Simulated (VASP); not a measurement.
# Zn3H (Fm-3m) in VASP: further runs

One crystal, Zn3H, is run at these levels: LDA, PBE; tasks: band structure.

Program: VASP 6.6.1. These are calculated values, not measurements. Logs are shortened: lines on timing, memory, paths and dates and some standing lists are left out, and cuts for length are marked.

### 1 Starting point

The structure is cubic, space group Fm-3m (No. 225). Conventional cell: a = 5.993 Å, b = 5.993 Å, c = 5.993 Å, α = 90.00°, β = 90.00°, γ = 90.00°. Zn (site symmetry m-3m) has 8 Zn at 2.60 Å as nearest neighbours. Around Zn (site symmetry -43m) lie 4 Zn at 2.60 Å and 4 H at 2.60 Å. H (site symmetry m-3m) is surrounded by 8 Zn at 2.60 Å.

The cell was built by a generator and needn't be a form met in nature.

### 2 Band structure, LDA

Input file INCAR:

```
SYSTEM = Zn3H
  PREC = Accurate
  ENCUT = 520
  EDIFF = 1E-7
  ISMEAR = -1
  SIGMA = 0.05
  LREAL = .False.
  LASPH = .True.
  NELM = 60
  ALGO = Normal
  ISIF = 2
  LWAVE = .False.
  LCHARG = .False.
  NBANDS = 26
```

Input file KPOINTS:

```
Automatic mesh
0
Gamma
  6 6 6
  0 0 0
```

Input file POSCAR:

```
Zn3H
1.0
    0.0000000000      2.9965800000      2.9965800000
    2.9965800000      0.0000000000      2.9965800000
    2.9965800000      2.9965800000      0.0000000000
Zn H
3 1
Direct
    0.5000000000      0.5000000000      0.5000000000
    0.2500000000      0.2500000000      0.2500000000
    0.7500000000      0.7500000000      0.7500000000
    0.0000000000      0.0000000000      0.0000000000
```

Input file KPOINTS_OPT:

```
path GXWKGLUWLK,UX
10
line-mode
reciprocal
 0.0000000000  0.0000000000  0.0000000000  G
 0.5000000000  0.0000000000  0.5000000000  X

 0.5000000000  0.0000000000  0.5000000000  X
 0.5000000000  0.2500000000  0.7500000000  W

 0.5000000000  0.2500000000  0.7500000000  W
 0.3750000000  0.3750000000  0.7500000000  K

 0.3750000000  0.3750000000  0.7500000000  K
 0.0000000000  0.0000000000  0.0000000000  G

 0.0000000000  0.0000000000  0.0000000000  G
 0.5000000000  0.5000000000  0.5000000000  L

 0.5000000000  0.5000000000  0.5000000000  L
 0.6250000000  0.2500000000  0.6250000000  U

 0.6250000000  0.2500000000  0.6250000000  U
 0.5000000000  0.2500000000  0.7500000000  W

 0.5000000000  0.2500000000  0.7500000000  W
 0.5000000000  0.5000000000  0.5000000000  L

 0.5000000000  0.5000000000  0.5000000000  L
 0.3750000000  0.3750000000  0.7500000000  K

 0.6250000000  0.2500000000  0.6250000000  U
 0.5000000000  0.0000000000  0.5000000000  X
```

Potentials or basis: VASP PAW LDA potentials, release 64 (Zn, H).

On the command line:

```sh
$ cat potpaw_LDA.64/Zn/POTCAR potpaw_LDA.64/H/POTCAR > POTCAR
$ mpirun -np 1 vasp_std > vasp.out
```

OUTCAR:

```text
SYSTEM = Zn3H
   PREC = Accurate
   ENCUT = 520
   EDIFF = 1E-7
   ISMEAR = -1
   LREAL = .False.
   LASPH = .True.
   NELM = 60
   ISIF = 2

 ion  position               nearest neighbor table
   1  0.500  0.500  0.500-   2 2.60   2 2.60   2 2.60   2 2.60   3 2.60   3 2.60   3 2.60   3 2.60

   2  0.250  0.250  0.250-   1 2.60   1 2.60   1 2.60   1 2.60   3 3.00   3 3.00   3 3.00   3 3.00
                             3 3.00   3 3.00
   3  0.750  0.750  0.750-   1 2.60   1 2.60   1 2.60   1 2.60   2 3.00   2 3.00   2 3.00   2 3.00
                             2 3.00   2 3.00
   4  0.000  0.000  0.000-

  LATTYP: Found a face centered cubic cell.
 ALAT       =     5.9931600000

  Lattice vectors:

 A1 = (   0.0000000000,   2.9965800000,   2.9965800000)
 A2 = (   2.9965800000,   0.0000000000,   2.9965800000)
 A3 = (   2.9965800000,   2.9965800000,   0.0000000000)

Analysis of symmetry for initial positions (statically):
=====================================================================
 Subroutine PRICEL returns:
 Original cell was already a primitive cell.

 Routine SETGRP: Setting up the symmetry group for a
 face centered cubic supercell.

 Subroutine GETGRP returns: Found 48 space group operations
 (whereof 48 operations were pure point group operations)
 out of a pool of 48 trial point group operations.

The static configuration has the point symmetry O_h .

Analysis of symmetry for dynamics (positions and initial velocities):
=====================================================================
 Subroutine PRICEL returns:
 Original cell was already a primitive cell.

 Routine SETGRP: Setting up the symmetry group for a
 face centered cubic supercell.

 Subroutine GETGRP returns: Found 48 space group operations
 (whereof 48 operations were pure point group operations)
 out of a pool of 48 trial point group operations.

The dynamic configuration has the point symmetry O_h .

 Subroutine INISYM returns: Found 48 space group operations
 (whereof 48 operations are pure point group operations),
 and found     1 'primitive' translations

----------------------------------------------------------------------------------------

                                     Primitive cell

  volume of cell :      53.8155

  direct lattice vectors                    reciprocal lattice vectors
     0.000000000  2.996580000  2.996580000    -0.166856884  0.166856884  0.166856884
     2.996580000  0.000000000  2.996580000     0.166856884 -0.166856884  0.166856884
     2.996580000  2.996580000  0.000000000     0.166856884  0.166856884 -0.166856884

  length of vectors
     4.237804077  4.237804077  4.237804077     0.289004600  0.289004600  0.289004600

  position of ions in fractional coordinates (direct lattice)
     0.500000000  0.500000000  0.500000000
     0.250000000  0.250000000  0.250000000
     0.750000000  0.750000000  0.750000000
     0.000000000  0.000000000  0.000000000

  ion indices of the primitive-cell ions
   primitive index   ion index
                 1           1
                 2           2
                 3           3
                 4           4

----------------------------------------------------------------------------------------

 KPOINTS: Automatic mesh

Automatic generation of k-mesh.
 Grid dimensions read from file:
 generate k-points for:    6    6    6

 Generating k-lattice:

  Cartesian coordinates                     Fractional coordinates (reciprocal lattice)
    -0.027809481  0.027809481  0.027809481     0.166666667  0.000000000  0.000000000
     0.027809481 -0.027809481  0.027809481     0.000000000  0.166666667  0.000000000
     0.027809481  0.027809481 -0.027809481     0.000000000  0.000000000  0.166666667

  Length of vectors
     0.048167433  0.048167433  0.048167433

  Shift w.r.t. Gamma in fractional coordinates (k-lattice)
     0.000000000  0.000000000  0.000000000

 Subroutine IBZKPT returns following result:
 ===========================================

 Found     16 irreducible k-points:

 Following reciprocal coordinates:
            Coordinates               Weight
  0.000000  0.000000  0.000000      1.000000
  0.166667  0.000000  0.000000      8.000000
  0.333333  0.000000  0.000000      8.000000
  0.500000  0.000000  0.000000      4.000000
  0.166667  0.166667  0.000000      6.000000
  0.333333  0.166667  0.000000     24.000000
[... 8 lines left out ...]
 -0.333333  0.333333  0.166667     24.000000
 -0.333333  0.500000  0.166667     12.000000
   k-points           NKPTS =     16   k-points in BZ     NKDIM =     16   number of bands    NBANDS=     26
   number of dos      NEDOS =    301   number of ions     NIONS =      4
   total plane-waves  NPLWV =  32768
   dimension x,y,z NGX =    32 NGY =   32 NGZ =   32
   dimension x,y,z NGXF=    64 NGYF=   64 NGZF=   64
   ions per type =               3   1
   NGX,Y,Z   is equivalent  to a cutoff of  12.55, 12.55, 12.55 a.u.
   NGXF,Y,Z  is equivalent  to a cutoff of  25.11, 25.11, 25.11 a.u.
 SYSTEM =  Zn3H
   PREC   = accura    normal or accurate (medium, high low for compatibility)
   ISTART =      0    job   : 0-new  1-cont  2-samecut
   ICHARG =      2    charge: 1-file 2-atom 10-const
   ISPIN  =      1    spin polarized calculation?
   LNONCOLLINEAR =      F non collinear calculations
   LSORBIT =      F    spin-orbit coupling
   LASPH  =      T    aspherical Exc in radial PAW
   ENCUT  =  520.0 eV  38.22 Ry    6.18 a.u.   7.88  7.88  7.88*2*pi/ulx,y,z
   NELM   =     60;   NELMIN=  2; NELMDL= -5     # of ELM steps
   EDIFF  = 0.1E-06   stopping-criterion for ELM
   LREAL  =      F    real-space projection
   EDIFFG = 0.1E-05   stopping-criterion for IOM
   NSW    =      0    number of steps for IOM
   IBRION =     -1    ionic relax: 0-MD 1-quasi-New 2-CG
   NFREE  =      0    steps in history (QN), initial steepest desc. (CG)
   ISIF   =      2    stress and relaxation
   ISYM   =      2    0-nonsym 1-usesym 2-fastsym
   POTIM  = 0.5000    time-step for ionic-motion
   TEBEG  =    0.0;   TEEND  =   0.0 temperature during run
   PSTRESS=    0.0 pullay stress
   NELECT =      37.0000    total number of electrons
   NUPDOWN=      -1.0000    fix difference up-down
   EMIN   =  10.00;   EMAX   =-10.00  energy-range for DOS
   EFERMI =   0.00;   METHOD = LEGACY
   ISMEAR =    -1;   SIGMA  =   0.05  broadening in eV -4-tet -1-fermi 0-gaus
   EFERMI_NEDOS =   21; number of points for ismear=-14 and -15
   IALGO  =     38    algorithm
   IMIX   =      4    mixing-type and parameters
     AMIX     =   0.40;   BMIX     =  1.00
     AMIX_MAG =   1.60;   BMIX_MAG =  1.00
  volume/ion in A,a.u.               =      13.45        90.79
  Fermi-wavevector in a.u.,A,eV,Ry     =   1.444906  2.730476 28.405600  2.087753
  Thomas-Fermi vector in A             =   2.563148
   LORBIT       =      0    0 simple, 1 ext, 2 COOP (PROOUT), +10 PAW based schemes
   GGA     = CA    functional components
   LHFCALC =     F    Hartree Fock is set to
   AEXX    =    0.0000 exact exchange contribution
   IVDW    =     0    specifies the selected vdW correction
   LEPSILON=     F    determine dielectric tensor
   LRPA    =     F    only Hartree local field effects (RPA)
 non-spin polarized calculation
  energy-cutoff  :      520.00
  volume of cell :       53.82
 maximum number of plane-waves:      1464
   NGX = 15   NGY = 15   NGZ = 15

 number of electron      36.9999978 magnetization

 Free energy of the ion-electron system (eV)
  ---------------------------------------------------
  ext. energy  EPLUGINS =         0.00000000
  ---------------------------------------------------
  free energy    TOTEN  =        -7.10784804 eV

  energy without entropy =       -7.09225293  energy(sigma->0) =       -7.10005049

 E-fermi :   1.9271     XC(G=0): -11.3095

 val. band max:        1.8933009216   @ k =  -0.3333   0.3333   0.0000
 cond. band min:       1.9330705864   @ k =  -0.3333   0.3333   0.0000
 fundamental gap:      0.0397696647
 Fermi energy:         1.9270566886

 k-point     1 :       0.0000    0.0000    0.0000
  band No.  band energies     occupation
      1      -7.8910      2.00000
      2      -6.0874      2.00000
      3      -6.0874      2.00000
      4      -5.9049      2.00000
      5      -5.9049      2.00000
      6      -5.9049      2.00000
[... 18 lines left out ...]
     25       9.3582      0.00000
     26       9.3582      0.00000

 k-point     2 :       0.1667    0.0000    0.0000
  band No.  band energies     occupation
      1      -7.5418      2.00000
      2      -6.0397      2.00000
      3      -6.0397      2.00000
      4      -5.9605      2.00000
      5      -5.9370      2.00000
      6      -5.9370      2.00000
[... 18 lines left out ...]
     25       8.9344      0.00000
     26       8.9344      0.00000

 k-point     3 :       0.3333    0.0000    0.0000
  band No.  band energies     occupation
      1      -6.6092      2.00000
      2      -5.9868      2.00000
      3      -5.9868      2.00000
      4      -5.9773      2.00000
      5      -5.9167      2.00000
      6      -5.9167      2.00000
[... 18 lines left out ...]
     25      10.6495      0.00000
     26      10.6495      0.00000

 k-point     4 :       0.5000    0.0000    0.0000
  band No.  band energies     occupation
      1      -6.0241      2.00000
      2      -6.0060      2.00000
      3      -6.0060      2.00000
      4      -5.8973      2.00000
      5      -5.8332      2.00000
      6      -5.8332      2.00000
[... 18 lines left out ...]
     25      13.1101      0.00000
     26      13.1101      0.00000

 k-point     5 :       0.1667    0.1667    0.0000
  band No.  band energies     occupation
      1      -7.4254      2.00000
      2      -6.0468      2.00000
      3      -6.0175      2.00000
      4      -5.9565      2.00000
      5      -5.9565      2.00000
      6      -5.9465      2.00000
[... 18 lines left out ...]
     25       8.9465      0.00000
     26      10.4514      0.00000

 k-point     6 :       0.3333    0.1667    0.0000
  band No.  band energies     occupation
      1      -6.6874      2.00000
      2      -6.0273      2.00000
      3      -6.0057      2.00000
      4      -5.9891      2.00000
      5      -5.9556      2.00000
      6      -5.9096      2.00000
[... 195 lines left out ...]
 k-point    13 :       0.5000    0.5000    0.0000
  band No.  band energies     occupation
      1      -6.1867      2.00000
      2      -6.1862      2.00000
      3      -5.9884      2.00000
      4      -5.9884      2.00000
      5      -5.6823      2.00000
      6      -5.6257      2.00000
[... 18 lines left out ...]
     25      14.1602      0.00000
     26      14.1602      0.00000

 k-point    14 :       0.5000    0.3333    0.1667
  band No.  band energies     occupation
      1      -6.1834      2.00000
      2      -6.0690      2.00000
      3      -6.0252      2.00000
      4      -5.9754      2.00000
      5      -5.8876      2.00000
      6      -5.7800      2.00000
[... 18 lines left out ...]
     25      11.5984      0.00000
     26      12.1687      0.00000

 k-point    15 :      -0.3333    0.3333    0.1667
  band No.  band energies     occupation
      1      -6.1283      2.00000
      2      -6.1012      2.00000
      3      -5.9771      2.00000
      4      -5.9713      2.00000
      5      -5.8729      2.00000
      6      -5.6629      2.00000
[... 18 lines left out ...]
     25      11.3996      0.00000
     26      13.1008      0.00000

 k-point    16 :      -0.3333    0.5000    0.1667
  band No.  band energies     occupation
      1      -6.1600      2.00000
      2      -6.0894      2.00000
      3      -6.0744      2.00000
      4      -5.9740      2.00000
      5      -5.7775      2.00000
      6      -5.5489      2.00000
[... 18 lines left out ...]
     25      13.3000      0.00000
     26      14.5123      0.00000

------------------------ aborting loop because EDIFF is reached ----------------------------------------

  FORCE on cell =-STRESS in cart. coord.  units (eV):
  Direction    XX          YY          ZZ          XY          YZ          ZX
  --------------------------------------------------------------------------------------
  -------------------------------------------------------------------------------------
  Total       -2.3638948     -2.3638948     -2.3638948     -0.0000000      0.0000000      0.0000000
  in kB      -70.3770577    -70.3770577    -70.3770577     -0.0000000      0.0000000      0.0000000
  external PRESSURE =     -70.3770577 kB  Pullay stress =       0.0000000 kB

 VOLUME and BASIS-vectors are now :
 -----------------------------------------------------------------------------
  energy-cutoff  :      520.00
  volume of cell :       53.82
      direct lattice vectors                 reciprocal lattice vectors
     0.000000000  2.996580000  2.996580000    -0.166856884  0.166856884  0.166856884
     2.996580000  0.000000000  2.996580000     0.166856884 -0.166856884  0.166856884
     2.996580000  2.996580000  0.000000000     0.166856884  0.166856884 -0.166856884

 POSITION                                       TOTAL-FORCE (eV/Angst)
 -----------------------------------------------------------------------------------
      2.99658      2.99658      2.99658        -0.000000     -0.000000     -0.000000
      1.49829      1.49829      1.49829         0.000000      0.000000     -0.000000
      4.49487      4.49487      4.49487         0.000000     -0.000000      0.000000
      0.00000      0.00000      0.00000        -0.000000     -0.000000     -0.000000
 -----------------------------------------------------------------------------------
    total drift:                               -0.000000     -0.000000      0.000000

  FREE ENERGIE OF THE ION-ELECTRON SYSTEM (eV)
  ---------------------------------------------------
  free  energy   TOTEN  =        -7.1078480441 eV

  energy  without entropy=       -7.0922529298  energy(sigma->0) =       -7.10005049
```

It took 24 s on 1 thread of Intel Xeon 6975P-C (Granite Rapids), shared host; peak memory 0.17 GiB.

Results:

- Free energy: -7.1078 eV
- Pressure: -7.0 GPa
- Band gap along the path: none (metal or under the smearing width)

Levels at the corners of the path, in eV from the Fermi level:
| point | band 17 | band 18 | band 19 | band 20 | band 21 | band 22 |
| --- | --- | --- | --- | --- | --- | --- |
| Γ | 0.42 | 3.30 | 3.30 | 3.30 | 3.59 | 4.16 |
| X | -4.78 | -1.18 | -1.18 | -0.95 | -0.10 | 9.10 |
| X | -4.78 | -1.18 | -1.18 | -0.95 | -0.10 | 9.10 |
| W | -4.12 | -3.84 | -3.84 | 2.46 | 4.78 | 4.78 |
| W | -4.12 | -3.84 | -3.84 | 2.46 | 4.78 | 4.78 |
| K | -4.57 | -4.31 | -0.49 | -0.27 | 3.56 | 7.51 |
| K | -4.57 | -4.31 | -0.49 | -0.27 | 3.56 | 7.51 |
| Γ | 0.42 | 3.30 | 3.30 | 3.30 | 3.59 | 4.16 |
| Γ | 0.42 | 3.30 | 3.30 | 3.30 | 3.59 | 4.16 |
| L | -5.75 | 0.52 | 1.82 | 1.82 | 2.80 | 3.74 |
| L | -5.75 | 0.52 | 1.82 | 1.82 | 2.80 | 3.74 |
| U | -4.57 | -4.31 | -0.49 | -0.27 | 3.56 | 7.51 |
| U | -4.57 | -4.31 | -0.49 | -0.27 | 3.56 | 7.51 |
| W | -4.12 | -3.84 | -3.84 | 2.46 | 4.78 | 4.78 |
| W | -4.12 | -3.84 | -3.84 | 2.46 | 4.78 | 4.78 |
| L | -5.75 | 0.52 | 1.82 | 1.82 | 2.80 | 3.74 |
| L | -5.75 | 0.52 | 1.82 | 1.82 | 2.80 | 3.74 |
| K | -4.57 | -4.31 | -0.49 | -0.27 | 3.56 | 7.51 |
| U | -4.57 | -4.31 | -0.49 | -0.27 | 3.56 | 7.51 |
| X | -4.78 | -1.18 | -1.18 | -0.95 | -0.10 | 9.10 |

(Part 1 of 2 ends here.)
